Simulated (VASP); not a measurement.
# Ca (P6_3/mmc) in VASP: single point with LDA

Aim: the single point of Ca with LDA.

Everything below comes from runs of VASP 6.6.1. Logs are shortened: lines on timing, memory, paths and dates and some standing lists are left out, and cuts for length are marked.

## Step 1: The crystal as given

Symmetry: P6_3/mmc, No. 194, hexagonal system. The conventional cell has a = 3.980 Å, b = 3.980 Å, c = 6.520 Å, α = 90.00°, β = 90.00°, γ = 120.00°. Around Ca (site symmetry -6m2) lie 12 Ca at 3.98 to 3.99 Å.

This isn't the form of Ca at room conditions, which is fcc.

## Step 2: Single point, LDA

INCAR reads:

```
SYSTEM = Ca
ALGO = Fast
EDIFF = 1E-6
ENCUT = 520
ISIF = 2
ISMEAR = -1
LASPH = .TRUE.
LCHARG = .FALSE.
LREAL = .FALSE.
LWAVE = .FALSE.
NBANDS = 17
NELM = 100
PREC = Accurate
SIGMA = 0.05
```

KPOINTS reads:

```
k-points
0
G
  7 7 4
  0 0 0
```

POSCAR reads:

```
Ca
1.0
    3.9800000000      0.0000000000      0.0000000000
   -1.9900000000      3.4467810000      0.0000000000
    0.0000000000      0.0000000000      6.5200000000
Ca
2
Direct
    0.3333333333      0.6666666667      0.2500000000
    0.6666666667      0.3333333333      0.7500000000
```

Potentials or basis: VASP PAW LDA potentials, release 64 (Ca_sv).

On the command line:

```
cat potpaw_LDA.64/Ca_sv/POTCAR > POTCAR
mpirun -np 1 vasp_std > vasp.out
```

OUTCAR:

```text
SYSTEM = Ca
   EDIFF = 1E-6
   ENCUT = 520
   ISIF = 2
   ISMEAR = -1
   LASPH = .TRUE.
   LREAL = .FALSE.
   NELM = 100
   PREC = Accurate

 ion  position               nearest neighbor table
   1  0.333  0.667  0.250-
   2  0.667  0.333  0.750-

  LATTYP: Found a hexagonal cell.
 ALAT       =     3.9800000000
 C/A-ratio  =     1.6381909548

  Lattice vectors:

 A1 = (   3.9800000000,   0.0000000000,   0.0000000000)
 A2 = (  -1.9900000000,   3.4467810000,   0.0000000000)
 A3 = (   0.0000000000,   0.0000000000,   6.5200000000)

Analysis of symmetry for initial positions (statically):
=====================================================================
 Subroutine PRICEL returns:
 Original cell was already a primitive cell.

 Routine SETGRP: Setting up the symmetry group for a
 hexagonal supercell.

 Subroutine GETGRP returns: Found 24 space group operations
 (whereof 12 operations were pure point group operations)
 out of a pool of 24 trial point group operations.

The static configuration has the point symmetry D_3d.
 The point group associated with its full space group is D_6h.

Analysis of symmetry for dynamics (positions and initial velocities):
=====================================================================
 Subroutine PRICEL returns:
 Original cell was already a primitive cell.

 Routine SETGRP: Setting up the symmetry group for a
 hexagonal supercell.

 Subroutine GETGRP returns: Found 24 space group operations
 (whereof 12 operations were pure point group operations)
 out of a pool of 24 trial point group operations.

The dynamic configuration has the point symmetry D_3d.
 The point group associated with its full space group is D_6h.

 Subroutine INISYM returns: Found 24 space group operations
 (whereof 12 operations are pure point group operations),
 and found     1 'primitive' translations

----------------------------------------------------------------------------------------

                                     Primitive cell

  volume of cell :      89.4426

  direct lattice vectors                    reciprocal lattice vectors
     3.980000000  0.000000000  0.000000000     0.251256281  0.145062886  0.000000000
    -1.990000000  3.446781000  0.000000000     0.000000000  0.290125772  0.000000000
     0.000000000  0.000000000  6.520000000     0.000000000  0.000000000  0.153374233

  length of vectors
     3.980000000  3.979999907  6.520000000     0.290125766  0.290125772  0.153374233

  position of ions in fractional coordinates (direct lattice)
     0.333333333  0.666666667  0.250000000
     0.666666667  0.333333333  0.750000000

  ion indices of the primitive-cell ions
   primitive index   ion index
                 1           1
                 2           2

----------------------------------------------------------------------------------------

 KPOINTS: k-points

Automatic generation of k-mesh.
 Grid dimensions read from file:
 generate k-points for:    7    7    4

 Generating k-lattice:

  Cartesian coordinates                     Fractional coordinates (reciprocal lattice)
     0.035893754  0.020723269  0.000000000     0.142857143  0.000000000  0.000000000
     0.000000000  0.041446539  0.000000000     0.000000000  0.142857143  0.000000000
     0.000000000  0.000000000  0.038343558     0.000000000  0.000000000  0.250000000

  Length of vectors
     0.041446538  0.041446539  0.038343558

  Shift w.r.t. Gamma in fractional coordinates (k-lattice)
     0.000000000  0.000000000  0.000000000

 Subroutine IBZKPT returns following result:
 ===========================================

 Found     24 irreducible k-points:

 Following reciprocal coordinates:
            Coordinates               Weight
  0.000000  0.000000  0.000000      1.000000
  0.142857  0.000000  0.000000      6.000000
  0.285714 -0.000000  0.000000      6.000000
  0.428571 -0.000000  0.000000      6.000000
  0.142857  0.142857  0.000000      6.000000
  0.285714  0.142857  0.000000     12.000000
[... 16 lines left out ...]
  0.428571  0.142857  0.500000      6.000000
  0.285714  0.285714  0.500000      6.000000
   k-points           NKPTS =     24   k-points in BZ     NKDIM =     24   number of bands    NBANDS=     17
   number of dos      NEDOS =    301   number of ions     NIONS =      2
   total plane-waves  NPLWV =  43200
   dimension x,y,z NGX =    30 NGY =   30 NGZ =   48
   dimension x,y,z NGXF=    60 NGYF=   60 NGZF=   96
   ions per type =               2
   NGX,Y,Z   is equivalent  to a cutoff of  12.53, 12.53, 12.24 a.u.
   NGXF,Y,Z  is equivalent  to a cutoff of  25.06, 25.06, 24.48 a.u.
 SYSTEM =  Ca
   PREC   = accura    normal or accurate (medium, high low for compatibility)
   ISTART =      0    job   : 0-new  1-cont  2-samecut
   ICHARG =      2    charge: 1-file 2-atom 10-const
   ISPIN  =      1    spin polarized calculation?
   LNONCOLLINEAR =      F non collinear calculations
   LSORBIT =      F    spin-orbit coupling
   LASPH  =      T    aspherical Exc in radial PAW
   ENCUT  =  520.0 eV  38.22 Ry    6.18 a.u.   7.40  7.40 12.12*2*pi/ulx,y,z
   NELM   =    100;   NELMIN=  2; NELMDL= -5     # of ELM steps
   EDIFF  = 0.1E-05   stopping-criterion for ELM
   LREAL  =      F    real-space projection
   EDIFFG = 0.1E-04   stopping-criterion for IOM
   NSW    =      0    number of steps for IOM
   IBRION =     -1    ionic relax: 0-MD 1-quasi-New 2-CG
   NFREE  =      0    steps in history (QN), initial steepest desc. (CG)
   ISIF   =      2    stress and relaxation
   ISYM   =      2    0-nonsym 1-usesym 2-fastsym
   POTIM  = 0.5000    time-step for ionic-motion
   TEBEG  =    0.0;   TEEND  =   0.0 temperature during run
   PSTRESS=    0.0 pullay stress
   NELECT =      20.0000    total number of electrons
   NUPDOWN=      -1.0000    fix difference up-down
   EMIN   =  10.00;   EMAX   =-10.00  energy-range for DOS
   EFERMI =   0.00;   METHOD = LEGACY
   ISMEAR =    -1;   SIGMA  =   0.05  broadening in eV -4-tet -1-fermi 0-gaus
   EFERMI_NEDOS =   21; number of points for ismear=-14 and -15
   IALGO  =     68    algorithm
   IMIX   =      4    mixing-type and parameters
     AMIX     =   0.40;   BMIX     =  1.00
     AMIX_MAG =   1.60;   BMIX_MAG =  1.00
  volume/ion in A,a.u.               =      44.72       301.79
  Fermi-wavevector in a.u.,A,eV,Ry     =   0.993657  1.877740 13.433783  0.987355
  Thomas-Fermi vector in A             =   2.125555
   LORBIT       =      0    0 simple, 1 ext, 2 COOP (PROOUT), +10 PAW based schemes
   GGA     = CA    functional components
   LHFCALC =     F    Hartree Fock is set to
   AEXX    =    0.0000 exact exchange contribution
   IVDW    =     0    specifies the selected vdW correction
   LEPSILON=     F    determine dielectric tensor
   LRPA    =     F    only Hartree local field effects (RPA)
 non-spin polarized calculation
 RMM-DIIS sequential band-by-band and
  energy-cutoff  :      520.00
  volume of cell :       89.44
 maximum number of plane-waves:      2436
 NGX is ok and might be reduce to    30

 number of electron      20.0000006 magnetization

 Free energy of the ion-electron system (eV)
  ---------------------------------------------------
  ext. energy  EPLUGINS =         0.00000000
  ---------------------------------------------------
  free energy    TOTEN  =        -4.31416863 eV

  energy without entropy =       -4.29185248  energy(sigma->0) =       -4.30301055

 E-fermi :   1.6365     XC(G=0):  -7.7787

 val. band max:        1.5666628041   @ k =   0.2857  -0.0000   0.0000
 cond. band min:       1.6457924570   @ k =   0.2857   0.2857   0.0000
 fundamental gap:      0.0791296529
 Fermi energy:         1.6365054521

 k-point     1 :       0.0000    0.0000    0.0000
  band No.  band energies     occupation
      1     -40.1381      2.00000
      2     -40.1272      2.00000
      3     -21.4610      2.00000
      4     -21.3729      2.00000
      5     -21.3729      2.00000
      6     -21.3568      2.00000
[... 9 lines left out ...]
     16       3.9657      0.00000
     17       4.3346      0.00000

 k-point     2 :       0.1429    0.0000    0.0000
  band No.  band energies     occupation
      1     -40.1362      2.00000
      2     -40.1263      2.00000
      3     -21.4536      2.00000
      4     -21.3896      2.00000
      5     -21.3781      2.00000
      6     -21.3740      2.00000
[... 9 lines left out ...]
     16       4.0427      0.00000
     17       4.1617      0.00000

 k-point     3 :       0.2857   -0.0000    0.0000
  band No.  band energies     occupation
      1     -40.1317      2.00000
      2     -40.1244      2.00000
      3     -21.4348      2.00000
      4     -21.4274      2.00000
      5     -21.4117      2.00000
      6     -21.3895      2.00000
[... 9 lines left out ...]
     16       4.4016      0.00000
     17       4.5139      0.00000

 k-point     4 :       0.4286   -0.0000    0.0000
  band No.  band energies     occupation
      1     -40.1277      2.00000
      2     -40.1234      2.00000
      3     -21.4581      2.00000
      4     -21.4410      2.00000
      5     -21.4144      2.00000
      6     -21.3983      2.00000
[... 9 lines left out ...]
     16       5.0609      0.00000
     17       5.2576      0.00000
[... 343 lines left out ...]
      1     -40.1261      2.00000
      2     -40.1261      2.00000
      3     -21.4494      2.00000
      4     -21.4494      2.00000
      5     -21.3956      2.00000
      6     -21.3956      2.00000
[... 9 lines left out ...]
     16       4.0993      0.00000
     17       5.2091      0.00000

 k-point    23 :       0.4286    0.1429    0.5000
  band No.  band energies     occupation
      1     -40.1248      2.00000
      2     -40.1248      2.00000
      3     -21.4611      2.00000
      4     -21.4611      2.00000
      5     -21.4015      2.00000
      6     -21.4015      2.00000
[... 9 lines left out ...]
     16       4.1466      0.00000
     17       5.2240      0.00000

 k-point    24 :       0.2857    0.2857    0.5000
  band No.  band energies     occupation
      1     -40.1245      2.00000
      2     -40.1245      2.00000
      3     -21.4502      2.00000
      4     -21.4502      2.00000
      5     -21.4187      2.00000
      6     -21.4187      2.00000
[... 9 lines left out ...]
     16       4.0873      0.00000
     17       5.1678      0.00000

------------------------ aborting loop because EDIFF is reached ----------------------------------------

  FORCE on cell =-STRESS in cart. coord.  units (eV):
  Direction    XX          YY          ZZ          XY          YZ          ZX
  --------------------------------------------------------------------------------------
  -------------------------------------------------------------------------------------
  Total       -1.4194294     -1.4194293     -1.0307252      0.0000000     -0.0000000      0.0000000
  in kB      -25.4261161    -25.4261145    -18.4632904      0.0000000     -0.0000000      0.0000000
  external PRESSURE =     -23.1051737 kB  Pullay stress =       0.0000000 kB

 VOLUME and BASIS-vectors are now :
 -----------------------------------------------------------------------------
  energy-cutoff  :      520.00
  volume of cell :       89.44
      direct lattice vectors                 reciprocal lattice vectors
     3.980000000  0.000000000  0.000000000     0.251256281  0.145062886  0.000000000
    -1.990000000  3.446781000  0.000000000     0.000000000  0.290125772  0.000000000
     0.000000000  0.000000000  6.520000000     0.000000000  0.000000000  0.153374233

 POSITION                                       TOTAL-FORCE (eV/Angst)
 -----------------------------------------------------------------------------------
     -0.00000      2.29785      1.63000         0.000000      0.000000      0.000000
      1.99000      1.14893      4.89000        -0.000000     -0.000000     -0.000000
 -----------------------------------------------------------------------------------
    total drift:                               -0.000000      0.000000     -0.000000

  FREE ENERGIE OF THE ION-ELECTRON SYSTEM (eV)
  ---------------------------------------------------
  free  energy   TOTEN  =        -4.3141686268 eV

  energy  without entropy=       -4.2918524772  energy(sigma->0) =       -4.30301055
```

It took 39 s on 1 thread of Intel Xeon Platinum 8375C at 2.90GHz (Ice Lake), shared host; peak memory 0.17 GiB.

What came out:

| Property | Result |
| --- | --- |
| Free energy | -4.3142 eV |
| Pressure | -2.3 GPa |
| Band gap on the k mesh | none (metal or under the smearing width) |

Stress tensor (GPa, compression positive):
```
-2.54  0.00  0.00
 0.00 -2.54  0.00
 0.00  0.00 -1.85
```

Levels at points of the mesh, in eV from the Fermi level:
```tsv
k point	band 7	band 8	band 9	band 10	band 11	band 12	band 13	band 14
(0.00, 0.00, 0.00)	-22.99	-22.98	-3.99	-1.11	-0.22	2.03	2.05	2.05
(0.00, 0.00, 0.50)	-23.00	-23.00	-3.02	-3.02	1.24	1.24	2.04	2.04
```
